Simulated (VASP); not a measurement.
# Ga (Cmcm) in VASP: further runs

The runs below take Ga through single point, with PBEsol, LDA, PBE.

All numbers are computed with VASP 6.6.1; they aren't measurements. Logs are shortened: lines on timing, memory, paths and dates and some standing lists are left out, and cuts for length are marked.

### Step 1. The crystal as given

It takes space group Cmcm (No. 63, orthorhombic). The conventional cell has a = 2.900 Å, b = 8.130 Å, c = 3.170 Å, α = 90.00°, β = 90.00°, γ = 90.00°. Ga (site symmetry m2m) is surrounded by 8 Ga at 2.68 to 2.90 Å.

This isn't the form of Ga at room conditions, which is orthorhombic.

### Step 2. Single point, PBEsol

Input file INCAR:

```
SYSTEM = Ga
  ALGO = Fast
  EDIFF = 1E-6
  ENCUT = 520
  GGA = PS
  ISIF = 2
  ISMEAR = -1
  LASPH = .True.
  LCHARG = .True.
  LELF = .True.
  LREAL = .False.
  LVHAR = .True.
  LWAVE = .False.
  NBANDS = 20
  NELM = 100
  PREC = Accurate
  SIGMA = 0.08
```

Input file KPOINTS:

```
k-points
0
Gamma
  12 12 10
  0 0 0
```

Input file POSCAR:

```
Ga
1.0
    1.4500000000     -4.0650000000      0.0000000000
    1.4500000000      4.0650000000      0.0000000000
    0.0000000000      0.0000000000      3.1700000000
Ga
2
Direct
    0.8670000000      0.1330000000      0.2500000000
    0.1330000000      0.8670000000      0.7500000000
```

Potentials or basis: VASP PAW PBE potentials, release 64 (Ga_d).

On the command line:

```
> cat potpaw_PBE.64/Ga_d/POTCAR > POTCAR
> mpirun -np 1 vasp_std > vasp.out
```

OUTCAR:

```text
SYSTEM = Ga
   EDIFF = 1E-6
   ENCUT = 520
   GGA = PS
   ISIF = 2
   ISMEAR = -1
   LASPH = .True.
   LREAL = .False.
   NELM = 100
   PREC = Accurate

 ion  position               nearest neighbor table
   1  0.867  0.133  0.250-   2 2.68   2 2.68   2 2.87   2 2.87   2 2.87   2 2.87
   2  0.133  0.867  0.750-   1 2.68   1 2.68   1 2.87   1 2.87   1 2.87   1 2.87

  LATTYP: Found a base centered orthorhombic cell.
 ALAT       =     2.9000000000
 B/A-ratio  =     2.8034482759
 C/A-ratio  =     1.0931034483

  Lattice vectors:

 A1 = (   1.4500000000,  -4.0650000000,   0.0000000000)
 A2 = (   1.4500000000,   4.0650000000,   0.0000000000)
 A3 = (   0.0000000000,   0.0000000000,   3.1700000000)

Analysis of symmetry for initial positions (statically):
=====================================================================
 Subroutine PRICEL returns:
 Original cell was already a primitive cell.

 Routine SETGRP: Setting up the symmetry group for a
 base centered orthorhombic supercell.

 Subroutine GETGRP returns: Found  8 space group operations
 (whereof  4 operations were pure point group operations)
 out of a pool of  8 trial point group operations.

The static configuration has the point symmetry C_2h.
 The point group associated with its full space group is D_2h.

Analysis of symmetry for dynamics (positions and initial velocities):
=====================================================================
 Subroutine PRICEL returns:
 Original cell was already a primitive cell.

 Routine SETGRP: Setting up the symmetry group for a
 base centered orthorhombic supercell.

 Subroutine GETGRP returns: Found  8 space group operations
 (whereof  4 operations were pure point group operations)
 out of a pool of  8 trial point group operations.

The dynamic configuration has the point symmetry C_2h.
 The point group associated with its full space group is D_2h.

 Subroutine INISYM returns: Found  8 space group operations
 (whereof  4 operations are pure point group operations),
 and found     1 'primitive' translations

----------------------------------------------------------------------------------------

                                     Primitive cell

  volume of cell :      37.3695

  direct lattice vectors                    reciprocal lattice vectors
     1.450000000 -4.065000000  0.000000000     0.344827586 -0.123001230  0.000000000
     1.450000000  4.065000000  0.000000000     0.344827586  0.123001230  0.000000000
     0.000000000  0.000000000  3.170000000     0.000000000  0.000000000  0.315457413

  length of vectors
     4.315868974  4.315868974  3.170000000     0.366108409  0.366108409  0.315457413

  position of ions in fractional coordinates (direct lattice)
     0.867000000  0.133000000  0.250000000
     0.133000000  0.867000000  0.750000000

  ion indices of the primitive-cell ions
   primitive index   ion index
                 1           1
                 2           2

----------------------------------------------------------------------------------------

 KPOINTS: k-points

Automatic generation of k-mesh.
 Grid dimensions read from file:
 generate k-points for:   12   12   10

 Generating k-lattice:

  Cartesian coordinates                     Fractional coordinates (reciprocal lattice)
     0.028735632 -0.010250103  0.000000000     0.083333333  0.000000000  0.000000000
     0.028735632  0.010250103  0.000000000     0.000000000  0.083333333  0.000000000
     0.000000000  0.000000000  0.031545741     0.000000000  0.000000000  0.100000000

  Length of vectors
     0.030509034  0.030509034  0.031545741

  Shift w.r.t. Gamma in fractional coordinates (k-lattice)
     0.000000000  0.000000000  0.000000000

 Subroutine IBZKPT returns following result:
 ===========================================

 Found    258 irreducible k-points:

 Following reciprocal coordinates:
            Coordinates               Weight
  0.000000  0.000000  0.000000      1.000000
  0.083333  0.000000  0.000000      4.000000
  0.166667  0.000000  0.000000      4.000000
  0.250000  0.000000  0.000000      4.000000
  0.333333  0.000000  0.000000      4.000000
  0.416667  0.000000  0.000000      4.000000
[... 16 lines left out ...]
  0.500000  0.166667  0.000000      4.000000
 -0.416667  0.166667  0.000000      4.000000
 [... further k-points ...]
   k-points           NKPTS =    258   k-points in BZ     NKDIM =    258   number of bands    NBANDS=     20
   number of dos      NEDOS =    301   number of ions     NIONS =      2
   total plane-waves  NPLWV =  24576
   dimension x,y,z NGX =    32 NGY =   32 NGZ =   24
   dimension x,y,z NGXF=    64 NGYF=   64 NGZF=   48
   ions per type =               2
   NGX,Y,Z   is equivalent  to a cutoff of  12.33, 12.33, 12.59 a.u.
   NGXF,Y,Z  is equivalent  to a cutoff of  24.65, 24.65, 25.17 a.u.
 SYSTEM =  Ga
   PREC   = accura    normal or accurate (medium, high low for compatibility)
   ISTART =      0    job   : 0-new  1-cont  2-samecut
   ICHARG =      2    charge: 1-file 2-atom 10-const
   ISPIN  =      1    spin polarized calculation?
   LNONCOLLINEAR =      F non collinear calculations
   LSORBIT =      F    spin-orbit coupling
   LASPH  =      T    aspherical Exc in radial PAW
   ENCUT  =  520.0 eV  38.22 Ry    6.18 a.u.   8.02  8.02  5.89*2*pi/ulx,y,z
   NELM   =    100;   NELMIN=  2; NELMDL= -5     # of ELM steps
   EDIFF  = 0.1E-05   stopping-criterion for ELM
   LREAL  =      F    real-space projection
   EDIFFG = 0.1E-04   stopping-criterion for IOM
   NSW    =      0    number of steps for IOM
   IBRION =     -1    ionic relax: 0-MD 1-quasi-New 2-CG
   NFREE  =      0    steps in history (QN), initial steepest desc. (CG)
   ISIF   =      2    stress and relaxation
   ISYM   =      2    0-nonsym 1-usesym 2-fastsym
   POTIM  = 0.5000    time-step for ionic-motion
   TEBEG  =    0.0;   TEEND  =   0.0 temperature during run
   PSTRESS=    0.0 pullay stress
   NELECT =      26.0000    total number of electrons
   NUPDOWN=      -1.0000    fix difference up-down
   EMIN   =  10.00;   EMAX   =-10.00  energy-range for DOS
   EFERMI =   0.00;   METHOD = LEGACY
   ISMEAR =    -1;   SIGMA  =   0.08  broadening in eV -4-tet -1-fermi 0-gaus
   EFERMI_NEDOS =   21; number of points for ismear=-14 and -15
   IALGO  =     68    algorithm
   IMIX   =      4    mixing-type and parameters
     AMIX     =   0.40;   BMIX     =  1.00
     AMIX_MAG =   1.60;   BMIX_MAG =  1.00
  volume/ion in A,a.u.               =      18.68       126.09
  Fermi-wavevector in a.u.,A,eV,Ry     =   1.450641  2.741314 28.631555  2.104360
  Thomas-Fermi vector in A             =   2.568230
   LORBIT       =      0    0 simple, 1 ext, 2 COOP (PROOUT), +10 PAW based schemes
   GGA     = PS    functional components
   LHFCALC =     F    Hartree Fock is set to
   AEXX    =    0.0000 exact exchange contribution
   IVDW    =     0    specifies the selected vdW correction
   LEPSILON=     F    determine dielectric tensor
   LRPA    =     F    only Hartree local field effects (RPA)
 non-spin polarized calculation
 RMM-DIIS sequential band-by-band and
  energy-cutoff  :      520.00
  volume of cell :       37.37
 maximum number of plane-waves:      1028
   NGX = 17   NGY = 17   NGZ = 11

 number of electron      26.0000003 magnetization

 Free energy of the ion-electron system (eV)
  ---------------------------------------------------
  ext. energy  EPLUGINS =         0.00000000
  ---------------------------------------------------
  free energy    TOTEN  =        -6.65410037 eV

  energy without entropy =       -6.63710301  energy(sigma->0) =       -6.64560169

 E-fermi :   5.5111     XC(G=0): -11.1577

 val. band max:        5.4954713888   @ k =   0.3333   0.0833   0.5000
 cond. band min:       5.5225617122   @ k =   0.3333   0.2500   0.4000
 fundamental gap:      0.0270903234
 Fermi energy:         5.5111314059

 k-point     1 :       0.0000    0.0000    0.0000
  band No.  band energies     occupation
      1      -9.6392      2.00000
      2      -9.6141      2.00000
      3      -9.5444      2.00000
      4      -9.5301      2.00000
      5      -9.3379      2.00000
      6      -9.3221      2.00000
[... 12 lines left out ...]
     19      16.7462      0.00000
     20      17.2204      0.00000

 k-point     2 :       0.0833    0.0000    0.0000
  band No.  band energies     occupation
      1      -9.6321      2.00000
      2      -9.6096      2.00000
      3      -9.5412      2.00000
      4      -9.5034      2.00000
      5      -9.3459      2.00000
      6      -9.3308      2.00000
[... 12 lines left out ...]
     19      17.2554      0.00000
     20      18.6338      0.00000

 k-point     3 :       0.1667    0.0000    0.0000
  band No.  band energies     occupation
      1      -9.6129      2.00000
      2      -9.5975      2.00000
      3      -9.5201      2.00000
      4      -9.4507      2.00000
      5      -9.3647      2.00000
      6      -9.3551      2.00000
[... 12 lines left out ...]
     19      17.7504      0.00000
     20      20.9733      0.00000

 k-point     4 :       0.2500    0.0000    0.0000
  band No.  band energies     occupation
      1      -9.5874      2.00000
      2      -9.5815      2.00000
      3      -9.4930      2.00000
      4      -9.4396      2.00000
      5      -9.3898      2.00000
      6      -9.3382      2.00000
[... 12 lines left out ...]
     19      17.8756      0.00000
     20      20.7439      0.00000

 k-point     5 :       0.3333    0.0000    0.0000
  band No.  band energies     occupation
      1      -9.5664      2.00000
      2      -9.5653      2.00000
      3      -9.4817      2.00000
      4      -9.4623      2.00000
      5      -9.4265      2.00000
      6      -9.3216      2.00000
[... 12 lines left out ...]
     19      17.6342      0.00000
     20      18.9270      0.00000
[... 353 lines left out ...]
      6      -9.3516      2.00000
[... 12 lines left out ...]
     19      16.4253      0.00000
     20      17.7002      0.00000

 k-point    22 :       0.4167    0.1667    0.0000
  band No.  band energies     occupation
      1      -9.5620      2.00000
      2      -9.5482      2.00000
      3      -9.5018      2.00000
      4      -9.4393      2.00000
      5      -9.4219      2.00000
      6      -9.3534      2.00000
[... 12 lines left out ...]
     19      16.5049      0.00000
     20      17.4329      0.00000

 k-point    23 :       0.5000    0.1667    0.0000
  band No.  band energies     occupation
      1      -9.5547      2.00000
      2      -9.5344      2.00000
      3      -9.4993      2.00000
      4      -9.4454      2.00000
      5      -9.4347      2.00000
      6      -9.3588      2.00000
[... 12 lines left out ...]
     19      15.4215      0.00000
     20      16.9078      0.00000

 k-point    24 :      -0.4167    0.1667    0.0000
  band No.  band energies     occupation
      1      -9.5601      2.00000
      2      -9.5342      2.00000
      3      -9.5201      2.00000
      4      -9.4527      2.00000
      5      -9.4131      2.00000
      6      -9.3563      2.00000
[... 12 lines left out ...]
     19      16.1960      0.00000
     20      18.1489      0.00000

 [... further k-points ...]

------------------------ aborting loop because EDIFF is reached ----------------------------------------

  FORCE on cell =-STRESS in cart. coord.  units (eV):
  Direction    XX          YY          ZZ          XY          YZ          ZX
  --------------------------------------------------------------------------------------
  -------------------------------------------------------------------------------------
  Total       -0.9561099     -0.1961239     -0.1843172      0.0000000      0.0000000      0.0000000
  in kB      -40.9921410     -8.4085905     -7.9023936      0.0000000      0.0000000      0.0000000
  external PRESSURE =     -19.1010417 kB  Pullay stress =       0.0000000 kB

 VOLUME and BASIS-vectors are now :
 -----------------------------------------------------------------------------
  energy-cutoff  :      520.00
  volume of cell :       37.37
      direct lattice vectors                 reciprocal lattice vectors
     1.450000000 -4.065000000  0.000000000     0.344827586 -0.123001230  0.000000000
     1.450000000  4.065000000  0.000000000     0.344827586  0.123001230  0.000000000
     0.000000000  0.000000000  3.170000000     0.000000000  0.000000000  0.315457413

 POSITION                                       TOTAL-FORCE (eV/Angst)
 -----------------------------------------------------------------------------------
      1.45000     -2.98371      0.79250         0.000000      0.193843      0.000000
      1.45000      2.98371      2.37750         0.000000     -0.193843     -0.000000
 -----------------------------------------------------------------------------------
    total drift:                                0.000000      0.000000     -0.000000

  FREE ENERGIE OF THE ION-ELECTRON SYSTEM (eV)
  ---------------------------------------------------
  free  energy   TOTEN  =        -6.6541003698 eV

  energy  without entropy=       -6.6371030113  energy(sigma->0) =       -6.64560169
```

It took 65 s on 1 thread of Intel Xeon 6975P-C (Granite Rapids), shared host; peak memory 0.26 GiB.

Results:

| Quantity | Value |
| --- | --- |
| Free energy | -6.6541 eV |
| Pressure | -1.9 GPa |
| Largest force | 0.194 eV/Å |
| Band gap on the k mesh | none (metal or under the smearing width) |

Forces on the atoms (eV/Å):
```
Ga   0.000  0.194  0.000
Ga   0.000 -0.194  0.000
```

Stress tensor (GPa, compression positive):
```
-4.10  0.00  0.00
 0.00 -0.84  0.00
 0.00  0.00 -0.79
```

Caveat: the PAW data sets were made with another functional, which shifts forces and pressure a little.

### Step 3. Single point, LDA

Input file INCAR:

```
PREC = Accurate ; ENCUT = 520
EDIFF = 1E-6 ; ISMEAR = -1
SIGMA = 0.08 ; LREAL = F
LASPH = T ; NELM = 100
ALGO = Fast ; ISIF = 2
LWAVE = F ; LCHARG = T
GGA = CA ; LELF = T
LVHAR = T ; NBANDS = 20
```

Input file KPOINTS:

```
regular mesh
0
Gamma
  12 12 10
```

POSCAR is that of step 2.

Potentials or basis: VASP PAW LDA potentials, release 64 (Ga_d).

On the command line:

```
> cat potpaw_LDA.64/Ga_d/POTCAR > POTCAR
> mpirun -np 1 vasp_std > vasp.out
```

It took 65 s on 1 thread of Intel Xeon 6975P-C (Granite Rapids), shared host; peak memory 0.26 GiB.

The run converged. Its results:

```
Free energy            : -7.1089 eV
Pressure               : -3.7 GPa
Largest force          : 0.182 eV/Å
Band gap on the k mesh : none (metal or under the smearing width)
```

Forces in eV/Å, atoms in the order of the input:
```
Ga   0.000  0.182  0.000
Ga   0.000 -0.182  0.000
```

Stress tensor (GPa, compression positive):
```
-5.81  0.00  0.00
 0.00 -2.93  0.00
 0.00  0.00 -2.51
```

Levels at points of the mesh, in eV from the Fermi level:
```csv
k point,band 9,band 10,band 11,band 12,band 13,band 14,band 15,band 16,band 17,band 18
"(0.00, 0.00, 0.00)",-14.92,-14.76,-11.25,-2.26,-1.66,2.85,6.66,7.75,8.68,10.44
"(0.50, 0.00, 0.00)",-14.83,-14.82,-6.75,-5.41,-1.75,-0.46,6.40,6.63,8.87,9.24
"(0.50, 0.50, 0.00)",-14.88,-14.83,-9.23,-8.59,5.08,5.73,5.80,7.01,7.13,9.46
"(0.00, 0.00, 0.50)",-14.85,-14.85,-7.43,-7.43,1.85,1.85,2.47,2.47,10.21,10.21
"(0.50, 0.00, 0.50)",-14.81,-14.81,-3.11,-3.11,-1.61,-1.61,1.84,1.84,4.27,4.27
"(0.50, 0.50, 0.50)",-14.89,-14.89,-5.64,-5.64,-4.21,-4.21,9.49,9.49,11.31,11.31
```

[end of part 1 of 2]
